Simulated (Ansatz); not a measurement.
NaH: an elastic run with strain amplitude 0.02

Method: Ansatz, DFT PBE, scalar-relativistic, plane waves, PAW.

Launched with:
```bash
ansatz run input.yaml --threads 1 --pin off --max-ram 1228MiB --backend cpu --events-out ev --progress --plain --runs-dir out
```

Input (bare energies are in eV):
```yaml
crystal:
  lattice:
    - [2.9688, 0.0, 0.0]
    - [0.0, 2.9688, 0.0]
    - [0.0, 0.0, 2.9688]
  atoms:
    - { symbol: Na, position: [0.0, 0.0, 0.0] }
    - { symbol: H, position: [0.5, 0.5, 0.5] }
basis:
  ecutwfc: 420
kpoints:
  mp_grid: { grid: [10, 10, 10] }
hamiltonian:
  xc: pbe
scf:
  occupations: { method: fixed }
output:
  forces: true
  stress: true
  eigenvalues: true
elastic:
  mode: relaxed_ion
  stencil: two_point
  amplitude: 0.02
```

From the output:
```
--- Elastic constants: 2 strain directions × 2 members + reference (group order 48) ---
  dense FFT box of the reference and of every strained cell: 24×24×24
  strains applied: 11, 23; error gains: componentwise 1.00 (the most a stress slope's error grows in a printed constant), spectral 1.73 (1 for all six strains in a standard setting)
  C = ∂σ_k/∂η_j (tension-positive GPa; Voigt order 11 22 33 23 13 12):
        97.637    -13.552    -13.552      0.000      0.000      0.000
       -13.552     97.637    -13.552     -0.000      0.000     -0.000
       -13.552    -13.552     97.637     -0.000     -0.000      0.000
         0.000      0.000      0.000     -5.891     -0.000     -0.000
        -0.000     -0.000      0.000     -0.000     -5.891     -0.000
        -0.000      0.000      0.000     -0.000     -0.000     -5.891
  reference stress σ⁰ (GPa):      0.111      0.111      0.111     -0.000      0.000     -0.000
  C* (energy form; C + prestress term) asymmetry max|C*_kj − C*_jk| = 7.105e-15 GPa — a small one proves nothing (zero by symmetry where the batch's group is 432, −43m or m−3m); a large one is finite-difference/SCF noise where every solve ...
  moduli (Voigt/Reuss/Hill, GPa): K = 23.51/23.51/23.51   G = 18.70/-10.56/4.07   E = 11.54   ν = 0.418
  mechanically stable: NO (min eigenvalue of sym C = -5.89 GPa)
  strain η (Voigt 11):  stress-route row diagonal C_11 = 97.64 GPa, energy-path curvature d²(F+E_count+ΔE)/dδ²/Ω₀ = 97.57 GPa
         δ    σ_11 (GPa) F (eV) n_scf n_hpsi n_pw
    -2.000e-2      -1.9215       -1502.3625961       7   22014    520   relax 0 steps, max|allowed force component| 3.01e-30 eV/Å
     2.000e-2       1.9840       -1502.3620407       8   21961    544   relax 0 steps, max|allowed force component| 8.01e-32 eV/Å
  strain η (Voigt 23):  stress-route row diagonal C_44 = -5.89 GPa, energy-path curvature d²(F+E_count+ΔE)/dδ²/Ω₀ = -5.96 GPa
         δ    σ_23 (GPa) F (eV) n_scf n_hpsi n_pw
    -2.000e-2       0.1178       -1502.3656982       7   30847    526   relax 0 steps, max|allowed force component| 9.86e-32 eV/Å
     2.000e-2      -0.1178       -1502.3656982       7   29096    526   relax 0 steps, max|allowed force component| 0.00e0 eV/Å
```

Beside the reference run (Settings: 420 eV plane-wave cutoff, Γ-centred 10×10×10 mesh, fixed occupations. No spin polarisation.), the elastic coefficients (GPa; two-point stencil, strain 0.002 and ions relaxed unless stated):
```
              setting C11    C12   C44
        reference run  97.4  -13.6  -5.9
strain amplitude 0.02  97.6  -13.6  -5.9
```

The cell is the ideal cubic caesium chloride prototype; this isn't the usual structure of the compound.